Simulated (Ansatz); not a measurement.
# Bi: equation of state with PBE

The system is Bi.

```xyz
2
Lattice="2.2675 1.3091 3.9380 -2.2675 1.3091 3.9380 0.0000 -2.6183 3.9380" Properties=species:S:1:pos:R:3 pbc="T T T"
Bi    0.0000    0.0000    9.0495
Bi    0.0000    0.0000    2.7645
```

```
Program             : Ansatz 0.2.0
Task                : equation of state
Functional          : PBE
Potentials or basis : Ansatz PAW earlier set
Cutoff              : 600 eV
Density cutoff      : 2400 eV
k mesh              : 7 × 7 × 7
Occupations         : fermi-dirac, width 0.05 eV
Spin                : no spin polarisation
```

| Quantity | Value |
| --- | --- |
| Equilibrium volume | 36.68 Å³/atom |
| Bulk modulus at fixed shape and positions | 43 GPa |
| Pressure derivative of the bulk modulus | 4.6 |

Energy against volume, from the lowest point:
| volume (Å³/atom) | energy (meV/atom) |
| --- | --- |
| 32.965 | 61.93 |
| 33.667 | 39.12 |
| 34.368 | 22.09 |
| 35.070 | 10.24 |
| 35.771 | 3.04 |
| 36.472 | 0.00 |
| 37.174 | 0.70 |

All runs of the series together: 32 s on 2 threads of Arm Neoverse V1, on a shared host.

Caveat: the cell was scaled at fixed shape and fractional positions, which overstates the stiffness of a crystal with free parameters, most of all of layers and chains.
